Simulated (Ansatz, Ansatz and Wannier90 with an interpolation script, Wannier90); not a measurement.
# AlAs (F-43m): what limits a Wannier interpolation of GW, part 2 of 2

Wanted: errors and cost of interpolated bands of AlAs (F-43m) under coarser or faulty settings.

Wannier90 4.0.3; maximally localised Wannier functions from the overlaps of LDA states (plane waves, PAW). Known limits of the many-body steps: not at the basis limit; no spin-orbit coupling; coarse k mesh.

So far. Step 2 (Wannier model on 16×16×16, by Wannier90): Near the gap the model misses directly solved bands by 3.0 meV r.m.s. and by 20 meV at most in the window tested. This tests the starting bands, not the corrections carried with them. Step 3 (Wannier model on 16×16×16, by the program's own …): Near the gap the model misses directly solved bands by 3.0 meV r.m.s. and by 20 meV at most in the window tested. This tests the starting bands, not the corrections carried with them.

## 4. Wannier model on 8×8×8, by Wannier90

This step: maximally localised Wannier functions from the overlaps of LDA states (plane waves, PAW).

File w.win:

```
num_iter = 1200
conv_tol = 1.0e-8
conv_window = 5
dis_num_iter = 4000
dis_conv_tol = 1.0e-8
dis_mix_ratio = 0.7
write_hr = true
use_ws_distance = false
num_print_cycles = 50
! ansatz wannier90 interface
! projections by site (counted from 0) and shell: 0 3S, 0 3P, 1 4P
! states of the run's bands (counted from 1): 1-19
num_bands = 19
num_wann  = 7
dis_win_min = 0.39
dis_win_max = 17.61
dis_froz_min = 0.39
dis_froz_max = 10.37
guiding_centres = true

begin unit_cell_cart
Ang
                      0.0                   2.8304                   2.8304
                   2.8304                      0.0                   2.8304
                   2.8304                   2.8304                      0.0
end unit_cell_cart

begin atoms_frac
Al                       0.0                      0.0                      0.0
As                      0.75                     0.75                     0.75
end atoms_frac

mp_grid = 8 8 8

[... the mesh's points ...]
```

Command:

```sh
$ OMP_NUM_THREADS=1 mpirun -n 8 wannier90.x w > wannier90.x.log
```

Numbers of over 12 decimals in the logs are rounded to 6 here.

Output:

```text
[banner, memory and clock lines left out]
TEM
                                    ------

                              Lattice Vectors (Ang)
                    a_1     0.000000   2.830400   2.830400
                    a_2     2.830400   0.000000   2.830400
                    a_3     2.830400   2.830400   0.000000

                   Unit Cell Volume:      45.34960  (Ang^3)

                        Reciprocal-Space Vectors (Ang^-1)
                    b_1    -1.109947   1.109947   1.109947
                    b_2     1.109947  -1.109947   1.109947
                    b_3     1.109947   1.109947  -1.109947

 *----------------------------------------------------------------------------*
 |   Site       Fractional Coordinate          Cartesian Coordinate (Ang)     |
 +----------------------------------------------------------------------------+
 | al   1   0.00000   0.00000   0.00000   |    0.00000   0.00000   0.00000    |
 | as   1   0.75000   0.75000   0.75000   |    4.24560   4.24560   4.24560    |
 *----------------------------------------------------------------------------*
                                ------------
                                K-POINT GRID
                                ------------

             Grid size =  8 x  8 x  8      Total points =  512

 *---------------------------------- MAIN ------------------------------------*
 |  Number of Wannier Functions               :                 7             |
 |  Number of Objective Wannier Functions     :                 7             |
 |  Number of input Bloch states              :                19             |
 |  Output verbosity (1=low, 5=high)          :                 1             |
 |  Timing Level (1=low, 5=high)              :                 1             |
[...]
Sum of centres and spreads ( 12.736800, 12.736800, 12.736800 )    25.33620275

      1    -0.599E+00     0.4183002367       25.3362027469       0.20  <-- CONV
        O_D=      0.2023870 O_OD=      6.1535282 O_TOT=     25.3362027 <-- SPRD
 Delta: O_D= -0.2385780E-01 O_OD= -0.5753843E+00 O_TOT= -0.5992421E+00 <-- DLTA

             <<<     Delta < 1.000E-08  over  5 iterations     >>>
             <<< Wannierisation convergence criteria satisfied >>>

 Final State
[...]
WF centre and spread    6  (  4.245600,  4.245600,  4.245600 )     2.88296104
  WF centre and spread    7  (  4.245600,  4.245600,  4.245600 )     2.88296104
  Sum of centres and spreads ( 12.736800, 12.736800, 12.736800 )    24.82001584

         Spreads (Ang^2)       Omega I      =    18.980287589
        ================       Omega D      =     0.210027969
                               Omega OD     =     5.629700284
    Final Spread (Ang^2)       Omega Total  =    24.820015842

 Writing checkpoint file w.chk... done

 *---------------------------------------------------------------------------*
 |                               PLOTTING                                    |
 *---------------------------------------------------------------------------*

 *===========================================================================*
 |                             TIMING INFORMATION                            |
 *===========================================================================*
 |    Tag                                                Ncalls      Time (s)|
 |---------------------------------------------------------------------------|
 |kmesh: get                                        :         1         0.113|
 |overlap: read                                     :         1         0.809|
 |dis: main                                         :         1         0.201|
 |wann: main                                        :         1         0.197|
 |plot: main                                        :         1         0.042|
 *---------------------------------------------------------------------------*
 All done: wannier90 exiting
```

Wall time 2.2 s (8 MPI ranks of Arm Neoverse V2, shared host); 17 s of CPU time.

Numbers from this step:

| Item | Value |
| --- | --- |
| gauge-invariant spread | 18.98 Å² |
| diagonal spread | 0.2100 Å² |
| off-diagonal spread | 5.630 Å² |
| total spread | 24.82 Å² |
| disentanglement steps | 78 |
| r.m.s. interpolation error | 0.01694 eV |
| r.m.s. error near the gap | 0.02209 eV |

Near the gap the model misses directly solved bands by 22.1 meV r.m.s. and by 207 meV at most in the window tested. This tests the starting bands, not the corrections carried with them.

Frozen up to 4.25 eV; above it the model need not follow the bands. The electronic bands at the labelled points (eV, zero at the valence-band top; v1 is the highest filled band, c1 the lowest empty one):

```tsv
point	v3	v2	v1	c1	c2	c3	c4
Γ	0.00	0.00	0.00	1.85	4.28	4.28	4.28
halfway	-3.25	-1.34	-1.34	2.52	3.68	6.79	6.79
X	-5.44	-2.17	-2.17	1.35	2.21	10.19	10.19
halfway	-5.36	-2.71	-2.07	1.70	2.98	9.32	9.52
U	-5.18	-3.42	-1.80	2.15	5.26	8.15	8.21
jump to K	-5.18	-3.42	-1.80	2.15	5.26	8.15	8.21
halfway	-3.71	-2.01	-0.45	3.63	4.99	5.16	6.24
Γ	0.00	0.00	0.00	1.85	4.28	4.28	4.28
halfway	-3.41	-0.48	-0.48	2.49	4.98	4.98	6.46
L	-5.58	-0.82	-0.82	2.02	4.87	4.87	7.90
halfway	-5.27	-2.70	-1.54	3.59	4.17	6.73	7.93
W	-5.09	-3.19	-2.83	4.25	5.57	5.62	7.75
halfway	-5.29	-2.70	-2.54	2.42	3.32	8.03	9.62
X	-5.44	-2.17	-2.17	1.35	2.21	10.19	10.19
```

The same for Kohn-Sham, solved directly:

```tsv
point	v3	v2	v1	c1	c2	c3	c4
Γ	0.00	0.00	0.00	1.85	4.27	4.27	4.27
X	-5.44	-2.17	-2.17	1.35	2.21	10.19	10.19
U	-5.18	-3.42	-1.80	2.15	4.90	8.11	8.20
K	-5.18	-3.42	-1.80	2.15	4.90	8.11	8.20
Γ	0.00	0.00	0.00	1.85	4.27	4.27	4.27
L	-5.58	-0.82	-0.82	2.02	4.65	4.65	7.60
W	-5.09	-3.19	-2.83	4.25	5.57	5.62	5.99
X	-5.44	-2.17	-2.17	1.35	2.21	10.19	10.19
```

The first set of electronic bands as a text plot (rows in eV, shown from -5.6 to 4.3 only):

```
    4.1 |++  ++                      +++             ++ ++++
    3.7 |  ++  +        +      +++                    ++     +
    3.3 |   +   +            ++   ++                 +      +
    2.8 |  + ++  +     +    +       +     +         +        ++
    2.4 | +    +  +++ +    +         +   + +++     +           ++
    2.0 |+      ++   +  +++           +++     +++++           +
    1.6 |         ++  ++                                       +
    1.2 |           ++                                          +
    0.8 |
    0.4 |
    0.0 |**                       *********
   -0.4 | **                    **  **  *  ***
   -0.9 |  ****              ***  **          ******
   -1.3 |      *            *    *  *    *         ***
   -1.7 |   *   **       ***              *         * **
   -2.1 |         *******       * **                 *  *      **
   -2.5 |    **                *           *          *  *   **
   -2.9 |              **    **  *                     *  ****
   -3.3 |      *         ** *               *           ****
   -3.7 |       *          *    *
   -4.1 |                      *             *
   -4.6 |        *           **               *
   -5.0 |         **       **                  *        ****
   -5.4 |           *******                     ********    *****
         Γ           X  U|K            Γ         L        W     X
```

## 5. G0W0: 8×8×8 mesh, 208 empty bands, screening to 160 eV

G0W0 replaces the xc potential by the self-energy, built once from these orbitals. Only a window of levels is corrected, while the sums run over the empty bands that the input names.

This step: G0W0 on LDA, plane waves, PAW.

File input.yaml:

```yaml
crystal:
  lattice:
    - [0.0, 2.8304, 2.8304]
    - [2.8304, 0.0, 2.8304]
    - [2.8304, 2.8304, 0.0]
  atoms:
    - { symbol: Al, position: [0.0, 0.0, 0.0] }
    - { symbol: As, position: [0.75, 0.75, 0.75] }
kpoints:
  mp_grid: { grid: [8, 8, 8] }
hamiltonian:
  xc: lda
scf:
  occupations: { method: fixed }
gw:
  n_empty_bands: 208
  ecut_chi: 160.0
  qp_bands: [v3, c4]
  screening: { model: contour_deformation }
```

Command:

```sh
$ ansatz run input.yaml --threads 12 --pin off --max-ram 22118MiB --backend cpu --events-out ev --progress --plain --runs-dir out
```

Output:

```text
[...]
Crystal: 2 atoms, lattice volume = 45.350 Å³
Basis set: ecut = 420 eV, 893 PW (Γ)
Bands: 13, of which v1, the nominal top of the filled ones, is band 9 counted from 1 (8 counted from 0)
Symmetry: 24 space group operations
[...]
k-points: 29 of 512 (time reversal used)
[...]
1     7      4.6626   -15.3997     1.2744   -13.6679  0.7556     4.2022     4.2052  root
[...]
28    10     10.3747    -6.2307    -4.3214   -10.7609  0.7644    10.5842    10.5834  root
    28    11     11.6912    -7.9321    -4.9560   -13.3324  0.7353    12.1398    12.1355  root
    28    12     11.7440    -5.8134    -5.1630   -11.3383  0.7313    12.1081    12.1059  root
    28    13     12.1072    -5.5141    -4.7242   -10.4837  0.7488    12.3536    12.3526  root
[key lines of the parts left out:]
SCF converged after 6 iterations
Free energy (F): -5287.487017 eV
Fermi energy:    6.121097 eV
```

Wall time 8.6 min (12 threads); peak memory 1.7 GiB.

The G0W0 gap on the mesh is 2.076 eV.

## 6. G0W0: 4×4×4 mesh, 208 empty bands, screening to 160 eV

Edit input.yaml of step 5 so:

```diff
@@ -9,3 +9,3 @@
 kpoints:
-  mp_grid: { grid: [8, 8, 8] }
+  mp_grid: { grid: [4, 4, 4] }
 hamiltonian:
```

Output:

```text
[...]
Crystal: 2 atoms, lattice volume = 45.350 Å³
Basis set: ecut = 420 eV, 893 PW (Γ)
Bands: 13, of which v1, the nominal top of the filled ones, is band 9 counted from 1 (8 counted from 0)
Symmetry: 24 space group operations
[...]
k-points: 8 of 64 (time reversal used)
[...]
1     7      2.7356   -15.7226     2.3101   -12.9137  0.7282     2.2336     2.2368  root
[...]
7    10     10.3925    -6.2420    -4.3483   -10.7541  0.7663    10.5568    10.5563  root
     7    11     11.7153    -7.9185    -4.9651   -13.3154  0.7537    12.1509    12.1471  root
     7    12     11.7531    -5.7902    -5.1920   -11.3262  0.7578    12.0994    12.0971  root
     7    13     12.1201    -5.5072    -4.7464   -10.4717  0.7593    12.3391    12.3381  root
[key lines of the parts left out:]
SCF converged after 6 iterations
Free energy (F): -5287.365050 eV
Fermi energy:    6.162944 eV
```

The job ended after 11 s (12 threads; peak memory 1.2 GiB; 91 s of CPU time).

The G0W0 gap on the mesh is 2.006 eV.

## 7. G0W0: 8×8×8 mesh, 96 empty bands, screening to 96 eV

input.yaml, the sections that differ from step 6:

```yaml
kpoints:
  mp_grid: { grid: [8, 8, 8] }
gw:
  n_empty_bands: 96
  ecut_chi: 96
  qp_bands: [v3, c4]
  screening: { model: contour_deformation }
# crystal, hamiltonian, scf: as in step 6
```

Output:

```text
[...]
Crystal: 2 atoms, lattice volume = 45.350 Å³
Basis set: ecut = 420 eV, 893 PW (Γ)
Bands: 13, of which v1, the nominal top of the filled ones, is band 9 counted from 1 (8 counted from 0)
Symmetry: 24 space group operations
[...]
k-points: 29 of 512 (time reversal used)
[...]
1     7      4.6626   -15.3997     1.4321   -13.6679  0.7559     4.3617     4.3629  root
[...]
28    10     10.3747    -6.2307    -4.2147   -10.7609  0.7647    10.6921    10.6902  root
    28    11     11.6912    -7.9321    -4.8327   -13.3324  0.7358    12.2660    12.2588  root
    28    12     11.7440    -5.8134    -5.0684   -11.3383  0.7316    12.2040    12.2005  root
    28    13     12.1072    -5.5141    -4.6460   -10.4837  0.7488    12.4326    12.4307  root
[key lines of the parts left out:]
SCF converged after 6 iterations
Free energy (F): -5287.487017 eV
Fermi energy:    6.121097 eV
```

Elapsed: 2.1 min, on 12 threads; peak memory 0.72 GiB.

The G0W0 gap on the mesh is 1.959 eV.

## 8. G0W0: 8×8×8 mesh, 208 empty bands, screening to 160 eV, plasmon pole

Edit input.yaml of step 7 so:

```diff
@@ -15,5 +15,5 @@
 gw:
-  n_empty_bands: 96
-  ecut_chi: 96
+  n_empty_bands: 208
+  ecut_chi: 160.0
   qp_bands: [v3, c4]
-  screening: { model: contour_deformation }
+  screening: { model: godby_needs }
```

Output:

```text
[...]
Crystal: 2 atoms, lattice volume = 45.350 Å³
Basis set: ecut = 420 eV, 893 PW (Γ)
Bands: 13, of which v1, the nominal top of the filled ones, is band 9 counted from 1 (8 counted from 0)
Symmetry: 24 space group operations
[...]
k-points: 29 of 512 (time reversal used)
[...]
1     7      4.6626   -15.3997     1.2958   -13.6679  0.7723     4.2252     4.2267  root
[...]
28    10     10.3747    -6.2307    -4.2898   -10.7609  0.7849    10.6156    10.6151  root
    28    11     11.6912    -7.9321    -4.8737   -13.3324  0.7705    12.2207    12.2178  root
    28    12     11.7440    -5.8134    -5.0934   -11.3383  0.7709    12.1776    12.1755  root
    28    13     12.1072    -5.5141    -4.6860   -10.4837  0.7798    12.3916    12.3908  root
[key lines of the parts left out:]
SCF converged after 6 iterations
Free energy (F): -5287.487017 eV
Fermi energy:    6.121097 eV
```

Elapsed: 7.5 min, on 12 threads; peak memory 3.5 GiB.

The G0W0 gap on the mesh is 2.015 eV.

## 9. Interpolated results

Times are wall times on 12 threads of Arm Neoverse V2, shared host, good to a factor of about two.

```tsv
GW mesh	empty bands	cutoff (eV)	frequency	gap on mesh (eV)	gap over zone (eV)	direct gap (eV)	valence width (eV)	GW time
8×8×8	208	160	contour deformation	2.076	2.076	2.941	5.568	8.6 min
4×4×4	208	160	contour deformation	2.006	2.043	2.936	5.587	11 s
8×8×8	96	96	contour deformation	1.959	1.959	2.934	5.662	2.1 min
8×8×8	208	160	plasmon pole	2.015	2.015	2.936	5.773	7.5 min
```

## 10. Results

| Quantity | Value |
| --- | --- |
| 8×8×8 mesh, 208 empty bands, screening to 160 eV | 2.08 eV |
| 4×4×4 mesh, 208 empty bands, screening to 160 eV | 2.04 eV |
| 8×8×8 mesh, 96 empty bands, screening to 96 eV | 1.96 eV |
| 8×8×8 mesh, 208 empty bands, screening to 160 eV, plasmon pole | 2.02 eV |

What this shows: The largest change, −0.12 eV in the gap over the zone, comes with 8×8×8 mesh, 96 empty bands, screening to 96 eV. The first run is a reference, not a converged one, and where a row moves several settings no single cause can be named. Rows on another GW mesh add that mesh's corrections to the bands of the one model. The program's own minimiser ends at the same spread as the first model, 27.3 Å², from the same trial orbitals; this need not be the lowest minimum. Coarser Wannier mesh (8×8×8): the miss near the gap goes from 3 (the model on 16×16×16) to 22 meV and the total spread from 27.3 to 24.8 Å². With 4×4×4 mesh, 208 empty bands, screening to 160 eV the gap over the zone moves by −0.03 eV and that on the mesh by −0.07 eV. With 8×8×8 mesh, 96 empty bands, screening to 96 eV the gap over the zone moves by −0.12 eV and that on the mesh by −0.12 eV. With 8×8×8 mesh, 208 empty bands, screening to 160 eV, plasmon pole the gap over the zone moves by −0.06 eV and that on the mesh by −0.06 eV. Gaps over the zone and on the mesh differ where an edge lies off the mesh, or where a GW run starts from another density: the starting gap over the zone is 1.351 eV, on the GW meshes it is 1.351 eV and 1.314 eV. The many-body steps are scalar-relativistic: spin-orbit coupling is not in them.

[Paths, hosts, dates, memory and timing lines, banners, echoed tables and standing remarks are left out of the program output.]

[Logs are printed without paths, hosts, clocks, repeated set-up lines and the standing remarks that a program may print on its own settings, such as how far it seeks lower states.]

[Runs of the session that timed out or met a known fault of the program may be left out.]

[Hosts, paths, dates, database ids (printed as entryN), source tags and the programs' standing remarks are cut or masked in the printed files.]
